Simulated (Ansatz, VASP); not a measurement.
**GaN in two plane-wave programs**

Aim: how closely do two programs agree when they are given the same cell, functional and k mesh?

Main program and level: Ansatz 0.2.0; plane waves, with VASP 6.6.1 beside it; relaxation of cell and atoms at r2SCAN.

The database entry behind the starting cell differs from later determinations by our own check (about 0.3 % short, ideal inner coordinate), so it need not match the best structure at ambient conditions.

**1. The starting structure**

It takes space group P6_3mc (No. 186, hexagonal). The conventional cell has a = 3.180 Å, b = 3.180 Å, c = 5.166 Å, α = 90.00°, β = 90.00°, γ = 120.00°. Nearest to Ga lie 4 N at 1.94 to 1.95 Å. Nearest to N lie 4 Ga at 1.94 to 1.95 Å. Farther neighbours and most contacts between anions are not listed.

**2. VASP: relaxation of cell and atoms, r2SCAN**

The relaxed volume is the usual yardstick between codes: its relative difference is about their pressure difference at one cell divided by the bulk modulus.

Lines of VASP's logs that name or quote its potential files are left out, and so is its time.

The input, INCAR:

```
SYSTEM = GaN
PREC = Accurate
ENCUT = 560
EDIFF = 1E-06
NELM = 100
ISMEAR = -1
SIGMA = 0.05
LREAL = .FALSE.
ALGO = Normal
METAGGA = R2SCAN
LASPH = .TRUE.
NBANDS = 24
LORBIT = 11
LWAVE = .FALSE.
LCHARG = .FALSE.
KPAR = 4
IBRION = 2
NSW = 60
ISIF = 3
EDIFFG = -0.01
```

The input, POSCAR:

```
GaN
1.0
    3.1800000000      0.0000000000      0.0000000000
   -1.5900000000      2.7539607840      0.0000000000
    0.0000000000      0.0000000000      5.1660000000
Ga N
2 2
Direct
    0.3333333333      0.6666666667      0.0000000000
    0.6666666667      0.3333333333      0.5000000000
    0.3333333333      0.6666666667      0.3750000000
    0.6666666667      0.3333333333      0.8750000000
```

The input, KPOINTS:

```
Automatic mesh
0
Gamma
8 8 5
0 0 0
```

PAW data sets: Ga_d and N (PBE family, release 64).

Command:

```console
> mpirun -np 4 vasp_std
```

Numbers of over 12 decimals in the logs are rounded to 6 here.

Log:

```text
[banner, memory and clock lines left out]
running    4 mpi-ranks, on    1 nodes
 distrk:  each k-point on    1 cores,    4 groups
 distr:  one band on    1 cores,    1 groups

 POSCAR found type information on POSCAR GaN
 POSCAR found :  2 types and       4 ions
|                                                                             |
|               ----> ADVICE to this user running VASP <----                  |
|                                                                             |
|     You enforced a specific xc type in the INCAR file but a different       |
|     [... a line on the potential file left out ...]
|     I HOPE YOU KNOW WHAT YOU ARE DOING!                                     |
|                                                                             |

 LDA part: xc-table for (None), standard interpolation
 POSCAR, INCAR and KPOINTS ok, starting setup
 FFT: planning ... GRIDC
 FFT: planning ... GRID_SOFT
 FFT: planning ... GRID
 WAVECAR not read
 entering main loop
       N       E                     dE             d eps       ncg     rms          rms(c)
DAV:   1     0.261151527344E+03    0.26115E+03   -0.19618E+04  1552   0.302E+03
DAV:   2    -0.192505680245E+02   -0.28040E+03   -0.26829E+03  1576   0.544E+02
DAV:   3    -0.526063703335E+02   -0.33356E+02   -0.33091E+02  1736   0.150E+02
DAV:   4    -0.536568730228E+02   -0.10505E+01   -0.10486E+01  1800   0.300E+01
DAV:   5    -0.536747518916E+02   -0.17879E-01   -0.17875E-01  1768   0.346E+00    0.102E+01
DAV:   6    -0.435776805806E+02    0.10097E+02   -0.89911E+00  2464   0.551E+01    0.309E+00
DAV:   7    -0.437979353363E+02   -0.22025E+00   -0.20737E+00  1656   0.111E+01    0.265E+00
DAV:   8    -0.438201187186E+02   -0.22183E-01   -0.11040E-01  2016   0.720E+00    0.717E-01
DAV:   9    -0.438170344960E+02    0.30842E-02   -0.45544E-02  2400   0.314E+00    0.161E-01
DAV:  10    -0.438172315886E+02   -0.19709E-03   -0.47004E-03  2208   0.831E-01    0.690E-02
DAV:  11    -0.438173751754E+02   -0.14359E-03   -0.44644E-04  1544   0.195E-01    0.279E-02
DAV:  12    -0.438173863871E+02   -0.11212E-04   -0.21071E-05  2168   0.678E-02    0.143E-02
DAV:  13    -0.438173841937E+02    0.21934E-05   -0.38042E-06  1768   0.506E-02    0.593E-03
DAV:  14    -0.438173838568E+02    0.33697E-06   -0.29770E-06  1608   0.153E-02
   1 F= -.43817384E+02 E0= -.43817384E+02  d E =-.438174E+02
[...]
2 F= -.43816957E+02 E0= -.43816957E+02  d E =0.426910E-03
[...]
3 F= -.43822257E+02 E0= -.43822257E+02  d E =-.487310E-02
[...]
4 F= -.43822254E+02 E0= -.43822254E+02  d E =-.486990E-02
[...]
5 F= -.43822282E+02 E0= -.43822282E+02  d E =-.285139E-04
 trial-energy change:   -0.000029  1 .order   -0.000021   -0.000045    0.000002
 step:   0.8737(harm=  0.8524)  dis= 0.00063  next Energy=   -43.822282 (dE=-0.285E-04)
 bond charge predicted
       N       E                     dE             d eps       ncg     rms          rms(c)
DAV:   1    -0.438222820773E+02    0.21197E-06   -0.49676E-06  1512   0.196E-02    0.127E-03
DAV:   2    -0.438222818830E+02    0.19434E-06   -0.30597E-07   752   0.848E-03
   6 F= -.43822282E+02 E0= -.43822282E+02  d E =-.281238E-04
 curvature:  -0.34 expect dE=-0.570E-05 dE for cont linesearch -0.421E-06
 trial: gam= 0.16747 g(F)=  0.339E-06 g(S)=  0.166E-04 ort = 0.797E-05 (trialstep = 0.893E+00)
 search vector abs. value=  0.210E-04
 reached required accuracy - stopping structural energy minimisation
```

OUTCAR, selected parts (step 2):

```text
ion  position               nearest neighbor table
   1  0.333  0.667  0.000-   3 1.94   4 1.95   4 1.95   4 1.95
   2  0.667  0.333  0.500-   4 1.94   3 1.95   3 1.95   3 1.95
   3  0.333  0.667  0.375-   1 1.94   2 1.95   2 1.95   2 1.95
   4  0.667  0.333  0.875-   2 1.94   1 1.95   1 1.95   1 1.95

  LATTYP: Found a hexagonal cell.
 ALAT       =     3.1800000000
 C/A-ratio  =     1.6245283019

 Subroutine GETGRP returns: Found 12 space group operations
 (whereof  6 operations were pure point group operations)

The static configuration has the point symmetry C_3v.
 The point group associated with its full space group is C_6v.

 Found     30 irreducible k-points:

   k-points           NKPTS =     30   k-points in BZ     NKDIM =     30   number of bands    NBANDS=     24

   dimension x,y,z NGX =    28 NGY =   28 NGZ =   40
   dimension x,y,z NGXF=    56 NGYF=   56 NGZF=   80

   ENCUT  =  560.0 eV  41.16 Ry    6.42 a.u.   6.14  6.14  9.97*2*pi/ulx,y,z

   NELECT =      36.0000    total number of electrons

 k-points in reciprocal lattice and weights: Automatic mesh
   0.00000000  0.00000000  0.00000000       0.003
   0.12500000  0.00000000  0.00000000       0.019
   0.25000000  0.00000000  0.00000000       0.019
   0.37500000 -0.00000000  0.00000000       0.019
   0.50000000  0.00000000  0.00000000       0.009
   0.12500000  0.12500000  0.00000000       0.019
   0.25000000  0.12500000  0.00000000       0.038
   0.37500000  0.12500000  0.00000000       0.038
   0.25000000  0.25000000  0.00000000       0.019
[...]
0.25000000  0.25000000  0.40000000       0.038
   0.37500000  0.25000000  0.40000000       0.038

 average (electrostatic) potential at core
       1 -68.2951       2 -68.2951       3 -64.9534       4 -64.9534

 E-fermi :   6.0835

 k-point     1 :       0.0000    0.0000    0.0000
  band No.  band energies     occupation
    ...
     14       3.9848      2.00000
     15       3.9848      2.00000
     16       5.0005      2.00000
     17       5.0436      2.00000
     18       5.0436      2.00000
     19       7.3444      0.00000
     20       9.8269      0.00000
     21      14.9602      0.00000
     22      15.6044      0.00000
     23      15.6044      0.00000
    ...

 k-point     2 :       0.1250    0.0000    0.0000
  band No.  band energies     occupation
    ...
     14       2.9233      2.00000
     15       3.6681      2.00000
     16       3.8860      2.00000
     17       4.8413      2.00000
     18       4.9015      2.00000
     19       8.3953      0.00000
     20      10.7048      0.00000
     21      14.3174      0.00000
     22      14.8525      0.00000
     23      15.9999      0.00000
    ...

 k-point     3 :       0.2500    0.0000    0.0000
  band No.  band energies     occupation
    ...
     14       0.9860      2.00000
     15       2.1235      2.00000
     16       3.0112      2.00000
     17       4.3203      2.00000
     18       4.5344      2.00000
     19       9.7865      0.00000
     20      11.5420      0.00000
     21      12.9777      0.00000
     22      14.2184      0.00000
     23      15.9306      0.00000
    ...

  Total        0.0211196      0.0211196     -0.0220058      0.0000000     -0.0000000      0.0000000
  in kB        0.7397942      0.7397942     -0.7708365      0.0000000     -0.0000000      0.0000000
  external PRESSURE =       0.2362506 kB  Pullay stress =       0.0000000 kB

  energy-cutoff  :      560.00
  volume of cell :       45.74
      direct lattice vectors                 reciprocal lattice vectors
     3.188173447  0.000000000 -0.000000000     0.313659221  0.181091236  0.000000000
    -1.594086724  2.761039197  0.000000000     0.000000000  0.362182471  0.000000000
    -0.000000000  0.000000000  5.196014324     0.000000000 -0.000000000  0.192455205

 POSITION                                       TOTAL-FORCE (eV/Angst)
 -----------------------------------------------------------------------------------
     -0.00000      1.84069      5.19214        -0.000000      0.000000     -0.001325
      1.59409      0.92035      2.59414        -0.000000     -0.000000     -0.001325
     -0.00000      1.84069      1.95238         0.000000     -0.000000      0.001325
      1.59409      0.92035      4.55038         0.000000      0.000000      0.001325
 -----------------------------------------------------------------------------------
    total drift:                                0.000001      0.000001      0.048323

  FREE ENERGIE OF THE ION-ELECTRON SYSTEM (eV)
  ---------------------------------------------------
  free  energy   TOTEN  =       -43.8222818830 eV

  energy  without entropy=      -43.8222818829  energy(sigma->0) =      -43.82228188

 reached required accuracy - stopping structural energy minimisation

 total charge
# of ion       s       p       d       tot
------------------------------------------
    1        0.754   0.875  10.191  11.819
    2        0.754   0.875  10.191  11.819
    3        1.230   2.547   0.000   3.777
    4        1.230   2.547   0.000   3.777
--------------------------------------------------
tot          3.968   6.844  20.381  31.193

[... 3 further parts left out ...]
```

The run keeps the 12 symmetry operations of its start, so it cannot find a distortion of lower symmetry.

**3. Ansatz: relaxation of cell and atoms, r2SCAN**

Ansatz runs on its default PAW (the set named soft_2) files.

The same cell, functional, mesh and smearing now go to Ansatz, which takes its cutoff from its data sets.

The input, input.yaml:

```yaml
crystal:
  lattice:
    - [3.18, 0.0, 0.0]
    - [-1.59, 2.753960784, 0.0]
    - [0.0, 0.0, 5.166]
  atoms:
    - { symbol: Ga, position: [0.3333333333, 0.6666666667, 0.0] }
    - { symbol: Ga, position: [0.6666666667, 0.3333333333, 0.5] }
    - { symbol: "N", position: [0.3333333333, 0.6666666667, 0.375] }
    - { symbol: "N", position: [0.6666666667, 0.3333333333, 0.875] }
hamiltonian:
  xc: r2scan
  pseudopotentials: { kind: paw }
kpoints:
  mp_grid: { grid: [8, 8, 5] }
scf:
  occupations: { method: fermi_dirac, width: 0.05 }
relax:
  f_tol: 0.01
  max_steps: 60
  cell: { stress_tol: 0.05 }
output:
  forces: true
  stress: true
```

Command:

```console
> ansatz run input.yaml --threads 4 --pin off --max-ram 9216MiB --backend cpu --events-out ev --progress --plain --runs-dir out
```

Log:

```text
Engine: ansatz 0.2.0, x86_64-unknown-linux-gnu
Pseudopotentials: kind: paw
Pseudopotential: Ga, paw, valence charge 13, recommended cutoff 500 eV (meta_gga), Ga.paw.azcp
Pseudopotential: N, paw, valence charge 5, recommended cutoff 500 eV (meta_gga), N.paw.azcp
Functional definition: r2SCAN
  parameter k0 = 0.174
  parameter k1 = 0.065
  parameter a1 = 4.9479
  exchange = r2scan_x(k0 = k0, k1 = k1, a1 = a1)
  correlation = r2scan_c
Crystal: 4 atoms, lattice volume = 45.242 Å³
Basis set: ecut = 500 eV, 1129 PW (Γ), exchange–correlation on 96×96×160 points (64 copies of the dense FFT grid, shifted against one another)
Bands: 22, of which v1, the nominal top of the filled ones, is band 18 counted from 1 (17 counted from 0)
Symmetry: 12 space group operations
Space group: P63mc (ITA 186), of the structure as read, at distance tolerance 3.6e-5 Å
k-points: 30 of 320 (time reversal used)
Non-local potential: Ga, projectors of the file, l = 0: 2, l = 1: 2, l = 2: 3, l = 3: 1
Non-local potential: N, projectors of the file, l = 0: 2, l = 1: 2, l = 2: 1
PAW form: soft (Blöchl's): semilocal exchange-correlation on the pseudo side does not see the compensation charge
PAW frozen core: Ga, regenerated for the run's functional (the file was generated under x = pbe(κ = 0.804, μ = 0.219515), c = pbe(β = 0.066725))
PAW frozen core: N, regenerated for the run's functional (the file was generated under x = pbe(κ = 0.804, μ = 0.219515), c = pbe(β = 0.066725))
PAW one-centre angular grid: Ga, 590 points (default); XC on 160 Gauss nodes
PAW one-centre angular grid: N, 302 points (default); XC on 160 Gauss nodes
Initial density: superposition of atomic densities (neutral atoms: chi_scale 0, normalization atom), corrected by the library's trained network
Initial wavefunctions: pseudopotential atomic-orbital guess
Functional: x = r2scan, c = r2scan; τ floored in thin density (d = 2e-4 eV/Å³)
SCF iter   1: F=—  HF=-8352.707554 eV  |F-HF|=—  |Δ(HF+E_count)|=         —  Δρ=1.25e-2  dr2=2.67e-2  dr2_τ=1.95e-1  ethr=1.77e-3  ⟨swp⟩=4.9  Hψ=2675  notcnv=0
preconditioner: auto → Resta (q_TF=auto, 2.626 Å⁻¹)  ε∞=4.5  [insulator: Δε(μ)=2.343 eV  Ē_g=17.687 eV  σ=0.050 eV  W_gap=1.00  n_scr=22 (ndim 8)  ℏωp=33.1 eV  f_vac=0.008  D(μ)=0.00/eV (n_scr^D=0)  ε∞_Penn≈4.5]
SCF iter   2: F=—  HF=-8352.772021 eV  |F-HF|=—  |Δ(HF+E_count)|=   6.45e-2  Δρ=5.88e-3  dr2=9.51e-3  dr2_τ=3.17e-4  ethr=7.41e-5  ⟨swp⟩=2.0  Hψ=1560  notcnv=0
SCF iter   3: F=—  HF=-8352.771481 eV  |F-HF|=—  |Δ(HF+E_count)|=   5.40e-4  Δρ=3.71e-3  dr2=2.67e-3  dr2_τ=8.79e-5  ethr=2.64e-5  ⟨swp⟩=2.3  Hψ=1157  notcnv=0
SCF iter   4: F=—  HF=-8352.771498 eV  |F-HF|=—  |Δ(HF+E_count)|=   1.69e-5  Δρ=3.03e-4  dr2=2.50e-5  dr2_τ=8.13e-6  ethr=7.41e-6  ⟨swp⟩=2.0  Hψ=1134  notcnv=0
SCF iter   5: F=—  HF=-8352.771517 eV  |F-HF|=—  |Δ(HF+E_count)|=   1.90e-5  Δρ=1.33e-4  dr2=4.06e-6  dr2_τ=4.73e-7  ethr=6.94e-8  ⟨swp⟩=2.0  Hψ=1136  notcnv=0
SCF iter   6: F=—  HF=-8352.771521 eV  |F-HF|=—  |Δ(HF+E_count)|=   4.38e-6  Δρ=4.10e-5  dr2=7.98e-7  dr2_τ=3.66e-8  ethr=1.13e-8  ⟨swp⟩=2.7  Hψ=1200  notcnv=0
SCF iter   7: F=—  HF=-8352.771521 eV  |F-HF|=—  |Δ(HF+E_count)|=   5.94e-8  Δρ=1.70e-5  dr2=1.27e-7  dr2_τ=9.20e-9  ethr=2.22e-9  ⟨swp⟩=2.0  Hψ=1163  notcnv=0
SCF iter   8: F=-8352.771521 eV  HF=-8352.771521 eV  |F-HF|=1.64e-8  |Δ(HF+E_count)|=   1.93e-8  Δρ=8.06e-6  dr2=2.86e-8  dr2_τ=5.43e-10  ethr=2.78e-10  ⟨swp⟩=4.0  Hψ=2019  notcnv=0
SCF 1 converged in 8 iterations: F = -8352.771521 eV  dr2 = 2.86e-8
  greatest PAW one-centre occupation: 0.995 electrons in one spin orbital (limit 2), on the Ga atom at site 0 (counted from 0), in its partial waves of l = 2
relax step   1: F+E_penalty+E_count = -8352.77152113 eV  Δ(F+E_penalty+E_count) = +0.000e0 eV  max|allowed force component| = 1.418e-1 eV/Å  Δτ_max = 0.0000 Å  P = +1.071 GPa  Ω = 45.242 Å³  (8 SCF iters, dr2 threshold 1.00e-7 eV, accepted)
[...]
relax step   2: F+E_penalty+E_count = -8352.77303356 eV  Δ(F+E_penalty+E_count) = -1.512e-3 eV  max|allowed force component| = 1.004e-1 eV/Å  Δτ_max = 0.0007 Å  P = +0.409 GPa  Ω = 45.390 Å³  energy of the carried Pulay correction = -9.315e-5 eV  (5 SCF iters, dr2 threshold 4.00e-7 eV, accepted)
[...]
relax step   3: F+E_penalty+E_count = -8352.77381621 eV  Δ(F+E_penalty+E_count) = -7.826e-4 eV  max|allowed force component| = 2.793e-2 eV/Å  Δτ_max = 0.0026 Å  P = -0.103 GPa  Ω = 45.507 Å³  energy of the carried Pulay correction = -1.667e-4 eV  (5 SCF iters, dr2 threshold 4.00e-7 eV, accepted)
[...]
relax step   4: F+E_penalty+E_count = -8352.77390698 eV  Δ(F+E_penalty+E_count) = -9.077e-5 eV  max|allowed force component| = 1.915e-4 eV/Å  Δτ_max = 0.0013 Å  P = +0.002 GPa  Ω = 45.483 Å³  energy of the carried Pulay correction = -1.518e-4 eV  (5 SCF iters, dr2 threshold 5.44e-8 eV, accepted)
[...]
relax step   5: F+E_penalty+E_count = -8352.77408399 eV  Δ(F+E_penalty+E_count) = -1.770e-4 eV  max|allowed force component| = 1.950e-4 eV/Å  Δτ_max = 0.0000 Å  P = +0.003 GPa  Ω = 45.483 Å³  stress off target by 3.56e-3 GPa  SCF on the basis re-selected at this cell (its energy is not comparable with the rows above)  (5 SCF iters)
basis re-selected at this cell: Δ(F+E_penalty+E_count) = -1.770e-4 eV, ΔP = +0.001 GPa vs the last step (what re-selecting the basis moved, of the pressure what is left beyond the Pulay correction that the steps carried, after the strain that the cell walked since its last selection, with what the two solves' SCF thresholds leave and, on support functions, any second-order correction that the steps lacked; it is no m [...]
SCF converged after 5 iterations
Free energy (F): -8352.774084 eV
Harris-Foulkes:  -8352.774084 eV  (|F-HF|=1.84e-10)
Internal energy: -8352.774084 eV  (E = F + TS)
E sigma→0 (E₀):  -8352.774084 eV
Fermi energy:    10.693844 eV
--- Per-component energies (eV) ---
  E_band       = -29.637781
  E_kinetic    = 494.372133
  E_local      = -3903.998364  (includes V_loc(G=0)·N_el)
  E_nonlocal   = 952.979516
  E_hartree    = 1801.757389
  E_xc         = -243.548906
  E_vxc        = -287.265313  (∫ρ·V_xc dr)
  E_paw        = -4274.775395  (= ΣΔE_a)
  E_vpaw       = -904.921967  (= ΣTr[D̂ρ^β])
  E_aug_tail   = -0.000045  (compensation charges beyond the density's cutoff)
  E_vtau       = 15.681639  (kinetic-family band-sum trace: ∫τ·v_τ [+ j·A + Jᵃ·Aᵃ] dr)
  E_ewald      = -3178.195143
  E_core_change = -1.365269  (= ΣΔE_core)
  E_smearing   = -0.000000  (= −TS)
  E_closure    = -0.000000  (closes the sum)
  Σ components = -8352.774084   (vs F -8352.774084, Δ=0.00e0)
--- Forces (eV/Å), atoms counted from 1 ---
  atom   1  Ga    -0.00000000    -0.00000000     0.00020106
  atom   2  Ga     0.00000000     0.00000000     0.00020106
  atom   3  N      0.00000000    -0.00000000    -0.00018901
  atom   4  N      0.00000000     0.00000000    -0.00018901
  max |Σ_I F_I| component: 2.41e-5 eV/Å
--- Stress (GPa, compression-positive) ---
        0.003176      -0.000000       0.000000
        0.000000       0.003176      -0.000000
        0.000000      -0.000000       0.003558
  P = ⅓ Tr σ = 0.0033 GPa (0.033 kbar)
--- Relaxed structure (4 steps of the walk, 4 accepted, 1 SCFs on fresh bases) ---
  F+E_penalty+E_count = -8352.77408399 eV   max|allowed force component| = 1.950e-4 eV/Å   (the final SCF, on the basis selected at the relaxed cell)
  cell:  # Å, volume = 45.4833 Å³
    - [3.183097, 0, 1.7911662027685322e-18]
    - [-1.591549, 2.756643, -8.955831013842642e-19]
    - [2.9098001897988115e-18, 0, 5.183485]
  atoms:
    - { symbol: Ga, position: [0.333333, 0.666667, -0.000891907] }
    - { symbol: Ga, position: [0.666667, 0.333333, 0.499108] }
    - { symbol: N, position: [0.333333, 0.666667, 0.375892] }
    - { symbol: N, position: [0.666667, 0.333333, 0.875892] }
```

Elapsed: 6.2 s, on 4 threads of Intel Xeon Platinum 8488C (Sapphire Rapids), shared host; peak memory 0.51 GiB.

**4. Differences**

Known differences besides the potentials themselves: VASP keeps PBE cores, Ansatz makes them for the functional; both relaxations stop at a tolerance, which leaves soft axes loose, and VASP keeps its plane-wave basis; the cutoff is 500 eV in Ansatz and 560 eV in VASP; Ansatz adds a Pulay correction to the stress that steers its cell, VASP none. Total energies have different zeros and are not compared.

Both answers:

```csv
quantity,Ansatz,VASP,difference
volume (Å³),45.48,45.74,-0.56 %
"edge a after relaxation, in the typed setting (Å)",3.183,3.188,-0.16 %
"edge c after relaxation, in the typed setting (Å)",5.184,5.196,-0.24 %
```

The walks stopped with 0.00 GPa left in Ansatz and 0.02 GPa in VASP; each walk ends within a tolerance, so the volume difference is uncertain by about these residues over the bulk modulus, most in soft cells.

**5. Outcome**

| Property | Result |
| --- | --- |
| difference in volume (relaxation of cell and atoms, r2SCAN) | -0.56 % |

What this shows: The difference in volume is -0.56 % (relaxation of cell and atoms, r2SCAN), within the 1.2 % picked in this series as the mark of a large difference, as far as the stopping tolerances let one tell. How closely two codes agree says nothing of how well the functional describes the real material.

[Lines on the potential files, build, host, timing and source positions are cut from VASP's logs without a mark.]

[Logs are printed without paths, hosts, clocks, repeated set-up lines and the standing remarks that a program may print on its own settings, such as how far it seeks lower states.]

[Hosts, paths, dates, database ids (printed as entryN), source tags and the programs' standing remarks are cut or masked in the printed files.]
